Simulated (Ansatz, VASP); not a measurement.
# GaSb in VASP and in Ansatz

```xyz
2
Lattice="0.0000 2.9005 2.9005 2.9005 0.0000 2.9005 2.9005 2.9005 0.0000" Properties=species:S:1:pos:R:3 pbc="T T T"
Ga    0.0000    0.0000    0.0000
Sb    2.9805    2.9005    2.9005
```

Alike in both runs: task electric field gradients; functional PBE; k mesh 10 × 10 × 10; occupations fermi-dirac, width 0.05 eV; no spin polarisation.

```csv
,VASP,Ansatz
version,VASP 6.6.1,Ansatz 0.2.0
potentials or method,"VASP PAW PBE potentials, release 64 (Ga_d, Sb), cutoff 520 eV","all-electron PAW with datasets made for the crystal, scalar-relativistic"
```

|  | VASP | Ansatz | Ansatz less VASP |
| --- | --- | --- | --- |
| pressure (GPa) | 0.2 | 0.1 | -0.03 |
| largest component of the traceless stress (GPa) | 0.38 | 0.37 | -0.003 |
| rms of the force components (eV/Å) | 0.094 | 0.092 | -0.0019 |
| Vzz of the field gradient on the site that differs most (V/Å²) | -3.1 | -2.9 | +0.22 |

Atom by atom the forces differ by 0.002 eV/Å (rms over components). Ansatz ran all-electron here, so the differences hold the error of VASP's frozen core and of both bases. Ansatz warned: «gradients_without_spin_orbit».

Spin-orbit coupling is left out, which matters for the levels of Sb.
